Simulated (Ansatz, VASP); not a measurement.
One calculation of RbBr, two programs

File INCAR:

```
SYSTEM = RbBr
PREC = Accurate
ENCUT = 520
EDIFF = 1E-6
ISMEAR = 0
SIGMA = 0.02
LREAL = .False.
LASPH = .True.
NELM = 100
ALGO = Normal
ISIF = 2
LWAVE = .False.
LCHARG = .False.
GGA = PE
NBANDS = 15
```

KPOINTS

```
regular mesh
0
Gamma
  6 6 6
  0 0 0
```

POSCAR

```
RbBr
1.0
    4.1260773000      0.0000000000      0.0000000000
    0.0000000000      4.1260773000      0.0000000000
    0.0000000000      0.0000000000      4.1260773000
Rb Br
1 1
Direct
    0.0000000000      0.0363541420      0.0000000000
    0.5000000000      0.5000000000      0.5000000000
```

Input for Ansatz:

```yaml
crystal:
  lattice:
    - [4.1260773, 0.0, 0.0]
    - [0.0, 4.1260773, 0.0]
    - [0.0, 0.0, 4.1260773]
  atoms:
    - { symbol: Rb, position: [0.0, 0.036354142, 0.0] }
    - { symbol: Br, position: [0.5, 0.5, 0.5] }
basis:
  ecutwfc: 420
kpoints:
  mp_grid: { grid: [6, 6, 6] }
hamiltonian:
  xc: pbe
scf:
  occupations: { method: gaussian, width: 0.02 }
output:
  forces: true
  stress: true
  eigenvalues: true
  populations: true
```

Change from the starting cell: one atom moved.

Alike in both runs: task single point; functional PBE; k mesh 6 × 6 × 6; occupations gaussian, width 0.02 eV; no spin polarisation.

```csv
,VASP,Ansatz
version,VASP 6.6.1,Ansatz 0.2.0
potentials or method,"VASP PAW PBE potentials, release 64 (Rb_sv, Br)","scalar-relativistic, plane waves, PAW"
plane-wave cutoff (eV),520,420
valence electrons in the cell,16,16
```

|  | VASP | Ansatz | Ansatz less VASP |
| --- | --- | --- | --- |
| gap on the k mesh at the Fermi level (eV) | 4.09 | 4.09 | +0.002 |
| least direct gap on the mesh (eV) | 4.24 | 4.24 | +0.001 |
| pressure (GPa) | 0.9 | 0.9 | -0.03 |
| rms of the force components (eV/Å) | 0.072 | 0.071 | -0.0009 |

Atom by atom the forces differ by 0.001 eV/Å (rms over components). The functional is the same, so the differences come from potentials, cutoffs and numerics.

A k mesh can miss the band edges.
